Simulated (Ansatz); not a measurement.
Wanted: the native input for an Ansatz 0.2.0 run.

```yaml
Task: relaxation of cell and atoms
Functional: BLYP
Potentials_or_basis: Ansatz PAW
Cutoff: "420 eV (not typed: the program's choice for these potentials)"
k_mesh: 9 × 9 × 1
Occupations: fermi-dirac, width 0.05 eV
Spin: no spin polarisation
```

The system is Te2Mo, a slab with vacuum.

```
Te Mo
1.0
     3.56138    0.00000    0.00000
    -1.78069    3.08425    0.00000
     0.00000    0.00000   38.99027
Te Mo
8 4
Direct
  0.33333 0.66667 0.32822
  0.33333 0.66667 0.95182
  0.66667 0.33333 0.14008
  0.66667 0.33333 0.76363
  0.66667 0.33333 0.04818
  0.66667 0.33333 0.67178
  0.33333 0.66667 0.23637
  0.33333 0.66667 0.85992
  0.66667 0.33333 0.28234
  0.66667 0.33333 0.90586
  0.33333 0.66667 0.09414
  0.33333 0.66667 0.71766
```

The input as run:

input.yaml

```yaml
crystal:
  lattice:
    - [3.5613831954, 0.0, 0.0]
    - [-1.7806915977, 3.0842483198, 0.0]
    - [0.0, 0.0, 38.99026814]
  atoms:
    - { symbol: Te, position: [0.3333333333, 0.6666666667, 0.32822317] }
    - { symbol: Te, position: [0.3333333333, 0.6666666667, 0.95181809] }
    - { symbol: Te, position: [0.6666666667, 0.3333333333, 0.14008092] }
    - { symbol: Te, position: [0.6666666667, 0.3333333333, 0.76363067] }
    - { symbol: Te, position: [0.6666666667, 0.3333333333, 0.04818191] }
    - { symbol: Te, position: [0.6666666667, 0.3333333333, 0.67177683] }
    - { symbol: Te, position: [0.3333333333, 0.6666666667, 0.23636933] }
    - { symbol: Te, position: [0.3333333333, 0.6666666667, 0.85991908] }
    - { symbol: Mo, position: [0.6666666667, 0.3333333333, 0.282338] }
    - { symbol: Mo, position: [0.6666666667, 0.3333333333, 0.90585884] }
    - { symbol: Mo, position: [0.3333333333, 0.6666666667, 0.09414116] }
    - { symbol: Mo, position: [0.3333333333, 0.6666666667, 0.717662] }
hamiltonian:
  xc: blyp
  pseudopotentials: { kind: paw }
kpoints:
  mp_grid: { grid: [9, 9, 1] }
scf:
  occupations: { method: fermi_dirac, width: 0.05 }
output:
  forces: true
  stress: true
  eigenvalues: true
relax:
  f_tol: 0.01
  max_steps: 40
  cell: { stress_tol: 0.05 }
```

Potentials or basis: Ansatz PAW.

Command:

```sh
$ ansatz run input.yaml --threads 4 --pin off --max-ram 11264MiB --backend cpu --events-out ev --progress --plain --runs-dir out
```

It gave:

* Relaxed volume: 41.21 Å³/atom
* Relaxed cell: a = 3.676 Å, b = 3.676 Å, c = 42.261 Å, α = 90.00°, β = 90.00°, γ = 120.00°
* Space group after relaxing (to 0.05 Å): P-3m1 (No. 164)
* Energy gained by relaxing: 54.7 meV/atom
* Ionic steps: 25
* Largest force after relaxing: 0.006 eV/Å
* Band gap on the k mesh: 0.86 eV, direct

Caveat: the volume moved by over 15 % at a fixed basis, so the end points are rough; odd divisions of the mesh miss points on the zone boundary, where band edges often lie, so the gap on the mesh can be too wide; the plane-wave basis is chosen anew once the cell has moved, so the energies of steps on either side of that aren't comparable; spin-orbit coupling is left out, which moves the levels of the heavy elements; the PAW data sets come from PBE, with cores solved anew for the run's functional, which leaves a small shift of forces and pressure; without dispersion, layers of such crystals drift apart on relaxing, which shifts levels and gaps; volumes and pressures include the vacuum.

It took 6.4 min on 4 threads of Arm Neoverse V1, on a shared host, peak memory 1.7 GiB.
